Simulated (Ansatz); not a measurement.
A plane-wave DFT run in Ansatz 0.2.0 (scalar-relativistic PAW potentials unless the input names others): input and command.

```yaml
crystal:
  lattice:
    - [-3.816551681, 0.0, 0.0]
    - [-1.9082758405, -3.3052307106, 0.0]
    - [0.0, 0.0, 16.8290392674]
  atoms:
    - { symbol: "N", position: [0.3333333333, 0.3333333333, 0.8037581943] }
    - { symbol: "N", position: [0.3333333333, 0.3333333333, 0.3631792928] }
    - { symbol: "N", position: [0.3333333333, 0.3333333333, 0.7382679609] }
    - { symbol: "N", position: [0.3333333333, 0.3333333333, 0.2976890594] }
    - { symbol: "N", position: [0.6666666667, 0.6666666667, 0.1428898421] }
    - { symbol: "N", position: [0.6666666667, 0.6666666667, 0.5834687436] }
    - { symbol: "N", position: [0.6666666667, 0.6666666667, 0.0773996087] }
    - { symbol: "N", position: [0.6666666667, 0.6666666667, 0.5179785102] }
basis:
  ecutwfc: 420
kpoints:
  mp_grid: { grid: [7, 7, 2] }
hamiltonian:
  xc: pbe
  dispersion: d3bj
scf:
  max_iter: 80
output:
  forces: true
  eigenvalues: true
  stress: true
```

```bash
ansatz run input.yaml --threads 2 --pin off --max-ram 5120MiB --backend cpu --events-out ev --progress --plain --runs-dir out
```

Question: What is wrong with this input?

Answer: The program refuses it, because of no occupation method (scf.occupations: {"method": "gaussian", "width": 0.05} → not typed). With the sound run's settings it is accepted.

Abridged log:
```
Error: YAML parse error: `scf.occupations.method` is required: fixed only where the cell keeps a band gap throughout the run, explicit beside scf.occupations.values (under evaluate: without them), else a smearing such as fermi_dirac (scf.occupations.width is optional; its entry in the input reference gives the default)
```